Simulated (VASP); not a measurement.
# Pb (Fm-3m) in VASP: further runs, part 2 of 2

VASP 6.6.1. The steps go on from the part before.

## 3. Band structure, TPSS+D2

Contents of INCAR:

```
SYSTEM = Pb
  PREC = Accurate
  ENCUT = 520
  EDIFF = 1E-7
  ISMEAR = 0
  SIGMA = 0.05
  LREAL = .False.
  LASPH = .True.
  NELM = 60
  ALGO = Normal
  ISIF = 2
  LWAVE = .False.
  LCHARG = .False.
  METAGGA = TPSS
  LMIXTAU = .True.
  IVDW = 1
  NBANDS = 13
```

Contents of KPOINTS:

```
regular mesh
0
Gamma
  9 9 9
  0 0 0
```

Contents of POSCAR:

```
Pb
3.5002
    0.000000000000      0.707108165248      0.707108165248
    0.707108165248      0.000000000000      0.707108165248
    0.707108165248      0.707108165248      0.000000000000
Pb
1
Direct
    0.0000000000      0.0000000000      0.0000000000
```

Contents of KPOINTS_OPT:

```
path GXWKGLUWLK,UX
20
line-mode
reciprocal
 0.0000000000  0.0000000000  0.0000000000  G
 0.5000000000  0.0000000000  0.5000000000  X

 0.5000000000  0.0000000000  0.5000000000  X
 0.5000000000  0.2500000000  0.7500000000  W

 0.5000000000  0.2500000000  0.7500000000  W
 0.3750000000  0.3750000000  0.7500000000  K

 0.3750000000  0.3750000000  0.7500000000  K
 0.0000000000  0.0000000000  0.0000000000  G

 0.0000000000  0.0000000000  0.0000000000  G
 0.5000000000  0.5000000000  0.5000000000  L

 0.5000000000  0.5000000000  0.5000000000  L
 0.6250000000  0.2500000000  0.6250000000  U

 0.6250000000  0.2500000000  0.6250000000  U
 0.5000000000  0.2500000000  0.7500000000  W

 0.5000000000  0.2500000000  0.7500000000  W
 0.5000000000  0.5000000000  0.5000000000  L

 0.5000000000  0.5000000000  0.5000000000  L
 0.3750000000  0.3750000000  0.7500000000  K

 0.6250000000  0.2500000000  0.6250000000  U
 0.5000000000  0.0000000000  0.5000000000  X
```

Potentials or basis: VASP PAW PBE potentials, release 64 (Pb_d).

On the command line:

```console
$ cat potpaw_PBE.64/Pb_d/POTCAR > POTCAR
$ mpirun -np 1 vasp_std > vasp.out
```

OUTCAR:

```text
SYSTEM = Pb
   PREC = Accurate
   ENCUT = 520
   EDIFF = 1E-7
   ISMEAR = 0
   LREAL = .False.
   LASPH = .True.
   NELM = 60
   ISIF = 2
   METAGGA = TPSS
   IVDW = 1
  IVDW =   1

 ion  position               nearest neighbor table
   1  0.000  0.000  0.000-

  LATTYP: Found a face centered cubic cell.
 ALAT       =     4.9500400000

  Lattice vectors:

 A1 = (   0.0000000000,   2.4750200000,   2.4750200000)
 A2 = (   2.4750200000,   0.0000000000,   2.4750200000)
 A3 = (   2.4750200000,   2.4750200000,   0.0000000000)

Analysis of symmetry for initial positions (statically):
=====================================================================
 Subroutine PRICEL returns:
 Original cell was already a primitive cell.

 Routine SETGRP: Setting up the symmetry group for a
 face centered cubic supercell.

 Subroutine GETGRP returns: Found 48 space group operations
 (whereof 48 operations were pure point group operations)
 out of a pool of 48 trial point group operations.

The static configuration has the point symmetry O_h .

Analysis of symmetry for dynamics (positions and initial velocities):
=====================================================================
 Subroutine PRICEL returns:
 Original cell was already a primitive cell.

 Routine SETGRP: Setting up the symmetry group for a
 face centered cubic supercell.

 Subroutine GETGRP returns: Found 48 space group operations
 (whereof 48 operations were pure point group operations)
 out of a pool of 48 trial point group operations.

The dynamic configuration has the point symmetry O_h .

 Subroutine INISYM returns: Found 48 space group operations
 (whereof 48 operations are pure point group operations),
 and found     1 'primitive' translations

----------------------------------------------------------------------------------------

                                     Primitive cell

  volume of cell :      30.3226

  direct lattice vectors                    reciprocal lattice vectors
     0.000000000  2.475020000  2.475020000    -0.202018570  0.202018570  0.202018570
     2.475020000  0.000000000  2.475020000     0.202018570 -0.202018570  0.202018570
     2.475020000  2.475020000  0.000000000     0.202018570  0.202018570 -0.202018570

  length of vectors
     3.500206851  3.500206851  3.500206851     0.349906427  0.349906427  0.349906427

  position of ions in fractional coordinates (direct lattice)
     0.000000000  0.000000000  0.000000000

  ion indices of the primitive-cell ions
   primitive index   ion index
                 1           1

----------------------------------------------------------------------------------------

 KPOINTS: regular mesh

Automatic generation of k-mesh.
 Grid dimensions read from file:
 generate k-points for:    9    9    9

 Generating k-lattice:

  Cartesian coordinates                     Fractional coordinates (reciprocal lattice)
    -0.022446508  0.022446508  0.022446508     0.111111111  0.000000000  0.000000000
     0.022446508 -0.022446508  0.022446508     0.000000000  0.111111111  0.000000000
     0.022446508  0.022446508 -0.022446508     0.000000000  0.000000000  0.111111111

  Length of vectors
     0.038878492  0.038878492  0.038878492

  Shift w.r.t. Gamma in fractional coordinates (k-lattice)
     0.000000000  0.000000000  0.000000000

 Subroutine IBZKPT returns following result:
 ===========================================

 Found     35 irreducible k-points:

 Following reciprocal coordinates:
            Coordinates               Weight
  0.000000  0.000000  0.000000      1.000000
  0.111111  0.000000  0.000000      8.000000
  0.222222  0.000000  0.000000      8.000000
  0.333333  0.000000  0.000000      8.000000
  0.444444  0.000000  0.000000      8.000000
  0.111111  0.111111  0.000000      6.000000
[... 27 lines left out ...]
 -0.333333  0.444444  0.111111     24.000000
 -0.333333  0.444444  0.222222     24.000000
   k-points           NKPTS =     35   k-points in BZ     NKDIM =     35   number of bands    NBANDS=     13
   number of dos      NEDOS =    301   number of ions     NIONS =      1
   total plane-waves  NPLWV =  21952
   dimension x,y,z NGX =    28 NGY =   28 NGZ =   28
   dimension x,y,z NGXF=    56 NGYF=   56 NGZF=   56
   ions per type =               1
   NGX,Y,Z   is equivalent  to a cutoff of  13.30, 13.30, 13.30 a.u.
   NGXF,Y,Z  is equivalent  to a cutoff of  26.60, 26.60, 26.60 a.u.
 SYSTEM =  Pb
   PREC   = accura    normal or accurate (medium, high low for compatibility)
   ISTART =      0    job   : 0-new  1-cont  2-samecut
   ICHARG =      2    charge: 1-file 2-atom 10-const
   ISPIN  =      1    spin polarized calculation?
   LNONCOLLINEAR =      F non collinear calculations
   LSORBIT =      F    spin-orbit coupling
   LASPH  =      T    aspherical Exc in radial PAW
   ENCUT  =  520.0 eV  38.22 Ry    6.18 a.u.   6.51  6.51  6.51*2*pi/ulx,y,z
   NELM   =     60;   NELMIN=  2; NELMDL= -5     # of ELM steps
   EDIFF  = 0.1E-06   stopping-criterion for ELM
   LREAL  =      F    real-space projection
   EDIFFG = 0.1E-05   stopping-criterion for IOM
   NSW    =      0    number of steps for IOM
   IBRION =     -1    ionic relax: 0-MD 1-quasi-New 2-CG
   NFREE  =      0    steps in history (QN), initial steepest desc. (CG)
   ISIF   =      2    stress and relaxation
   ISYM   =      2    0-nonsym 1-usesym 2-fastsym
   POTIM  = 0.5000    time-step for ionic-motion
   TEBEG  =    0.0;   TEEND  =   0.0 temperature during run
   PSTRESS=    0.0 pullay stress
   NELECT =      14.0000    total number of electrons
   NUPDOWN=      -1.0000    fix difference up-down
   EMIN   =  10.00;   EMAX   =-10.00  energy-range for DOS
   EFERMI =   0.00;   METHOD = LEGACY
   ISMEAR =     0;   SIGMA  =   0.05  broadening in eV -4-tet -1-fermi 0-gaus
   EFERMI_NEDOS =   21; number of points for ismear=-14 and -15
   IALGO  =     38    algorithm
   IMIX   =      4    mixing-type and parameters
     AMIX     =   0.40;   BMIX     =  1.00
     AMIX_MAG =   1.60;   BMIX_MAG =  1.00
  volume/ion in A,a.u.               =      30.32       204.63
  Fermi-wavevector in a.u.,A,eV,Ry     =   1.265306  2.391081 21.782907  1.600999
  Thomas-Fermi vector in A             =   2.398566
   LORBIT       =      0    0 simple, 1 ext, 2 COOP (PROOUT), +10 PAW based schemes
   METAGGA = TPSS    functional components
   LHFCALC =     F    Hartree Fock is set to
   AEXX    =    0.0000 exact exchange contribution
   IVDW    =     1    specifies the selected vdW correction
   LEPSILON=     F    determine dielectric tensor
   LRPA    =     F    only Hartree local field effects (RPA)
 non-spin polarized calculation
 Gauss-broadening in eV      SIGMA  =   0.05
  energy-cutoff  :      520.00
  volume of cell :       30.32
 maximum number of plane-waves:       869
 NGX is ok and might be reduce to    28
   NGX = 13   NGY = 13   NGZ = 13

 number of electron      13.9999999 magnetization

 Free energy of the ion-electron system (eV)
  ---------------------------------------------------
  ext. energy  EPLUGINS =         0.00000000
  ---------------------------------------------------
  free energy    TOTEN  =        -3.01822608 eV

  energy without entropy =       -3.01730233  energy(sigma->0) =       -3.01776420

 E-fermi :   7.1165     XC(G=0): -10.4494

 val. band max:        6.8875541520   @ k =  -0.3333   0.3333   0.1111
 cond. band min:       7.1201994523   @ k =  -0.2222   0.3333   0.1111
 fundamental gap:      0.2326453003
 Fermi energy:         7.1164989710

 k-point     1 :       0.0000    0.0000    0.0000
  band No.  band energies     occupation
      1      -9.9172      2.00000
      2      -9.9172      2.00000
      3      -9.9172      2.00000
      4      -9.7717      2.00000
      5      -9.7717      2.00000
      6      -4.5712      2.00000
      7      14.7296      0.00000
      8      14.7296      0.00000
      9      14.7296      0.00000
     10      17.0465      0.00000
     11      18.5505      0.00000
     12      19.8379      0.00000
     13      19.8379      0.00000
[... 529 lines left out ...]
 k-point    35 :      -0.3333    0.4444    0.2222
  band No.  band energies     occupation
      1      -9.9077      2.00000
      2      -9.8954      2.00000
      3      -9.8129      2.00000
      4      -9.7185      2.00000
      5      -9.6150      2.00000
      6       0.4324      2.00000
      7       5.4224      2.00000
      8       6.3821      2.00000
      9       7.9989      0.00000
     10      17.5115      0.00000
     11      18.6997      0.00000
     12      19.6802      0.00000
     13      21.6858      0.00000

------------------------ aborting loop because EDIFF is reached ----------------------------------------

  DFT-D2 method for vdW energy calculation

  Number of pair interactions contributing to vdW energy:   17356

  Edisp (eV):   -0.69164

  FORCE on cell =-STRESS in cart. coord.  units (eV):
  Direction    XX          YY          ZZ          XY          YZ          ZX
  --------------------------------------------------------------------------------------
  -------------------------------------------------------------------------------------
  Total       0.11782     0.11782     0.11782     0.00000     0.00000    -0.00000
  in kB       6.22530     6.22530     6.22530     0.00000     0.00000    -0.00000
  external pressure =        6.23 kB  Pullay stress =        0.00 kB

 VOLUME and BASIS-vectors are now :
 -----------------------------------------------------------------------------
  energy-cutoff  :      520.00
  volume of cell :       30.32
      direct lattice vectors                 reciprocal lattice vectors
     0.000000000  2.475020000  2.475020000    -0.202018570  0.202018570  0.202018570
     2.475020000  0.000000000  2.475020000     0.202018570 -0.202018570  0.202018570
     2.475020000  2.475020000  0.000000000     0.202018570  0.202018570 -0.202018570

 POSITION                                       TOTAL-FORCE (eV/Angst)
 -----------------------------------------------------------------------------------
      0.00000      0.00000      0.00000        -0.000000     -0.000000      0.000000
 -----------------------------------------------------------------------------------
    total drift:                               -0.000000     -0.000000      0.000000

  FREE ENERGIE OF THE ION-ELECTRON SYSTEM (eV)
  ---------------------------------------------------
  free  energy   TOTEN  =        -3.7098617905 eV

  energy  without entropy=       -3.7089380349  energy(sigma->0) =       -3.70939991
```

Run time: 3.5 min. Hardware: 1 thread of Intel Xeon Platinum 8488C (Sapphire Rapids), shared host; peak memory 0.17 GiB.

What came out:

```yaml
Free_energy: -3.7099 eV
Pressure: 0.6 GPa
Band_gap_along_the_path: none (metal or under the smearing width)
Dispersion_energy_per_atom: -0.692 eV
```

Levels at the corners of the path, in eV from the Fermi level:
```
point  band 5  band 6  band 7  band 8  band 9  band 10
    Γ  -16.89  -11.69    7.61    7.61    7.61     9.93
    X  -16.72   -6.59   -3.15    2.21    2.21     5.40
    X  -16.72   -6.59   -3.15    2.21    2.21     5.40
    W  -16.72   -6.48   -1.24   -1.24    0.35    10.95
    W  -16.72   -6.48   -1.24   -1.24    0.35    10.95
    K  -16.76   -6.67   -2.16   -1.12    3.15     6.56
    K  -16.76   -6.67   -2.16   -1.12    3.15     6.56
    Γ  -16.89  -11.69    7.61    7.61    7.61     9.93
    Γ  -16.89  -11.69    7.61    7.61    7.61     9.93
    L  -16.75   -8.02   -4.12    5.79    5.79     9.31
    L  -16.75   -8.02   -4.12    5.79    5.79     9.31
    U  -16.76   -6.67   -2.16   -1.12    3.15     6.56
    U  -16.76   -6.67   -2.16   -1.12    3.15     6.56
    W  -16.72   -6.48   -1.24   -1.24    0.35    10.95
    W  -16.72   -6.48   -1.24   -1.24    0.35    10.95
    L  -16.75   -8.02   -4.12    5.79    5.79     9.31
    L  -16.75   -8.02   -4.12    5.79    5.79     9.31
    K  -16.76   -6.67   -2.16   -1.12    3.15     6.56
    U  -16.76   -6.67   -2.16   -1.12    3.15     6.56
    X  -16.72   -6.59   -3.15    2.21    2.21     5.40
```

Caveat: atom-pairwise D2, TS and ULG terms overbind metals; the PAW data sets were made with another functional, which shifts forces and pressure a little; spin-orbit coupling is left out, which moves the levels of the heavy elements; pairwise dispersion overbinds metals, which lowers pressure and volume.

## 4. The reference run

An earlier run on the cell as given: functional PBE; potentials or basis VASP PAW PBE potentials, release 64 (Pb_d); cutoff 520 eV; k mesh 9 × 9 × 9; occupations fermi-dirac, width 0.05 eV; no spin polarisation.

* Pressure: 2.2 GPa
* Band gap on the k mesh: none (metal or under the smearing width)

## 5. Overview

```csv
task,level,cell,k mesh,cutoff (eV),smearing,pressure (GPa)
phonons,PBE+rVV10,relaxed,7 × 7 × 7,600,gaussian 0.01 eV,-
band structure,TPSS+D2,as given,9 × 9 × 9,520,gaussian 0.05 eV,0.6
single point,PBE,as given,9 × 9 × 9,520,fermi-dirac 0.05 eV,2.2
```

Alike in all rows: potentials or basis VASP PAW PBE potentials, release 64 (Pb_d); no spin polarisation.

Caveats: atom-pairwise D2, TS and ULG terms overbind metals (some runs); the PAW data sets were made with another functional, which shifts forces and pressure a little (some runs); spin-orbit coupling is left out, which moves the levels of the heavy elements (some runs); pairwise dispersion overbinds metals, which lowers pressure and volume (some runs).

Absolute energies hang on the potentials; compare differences alone.
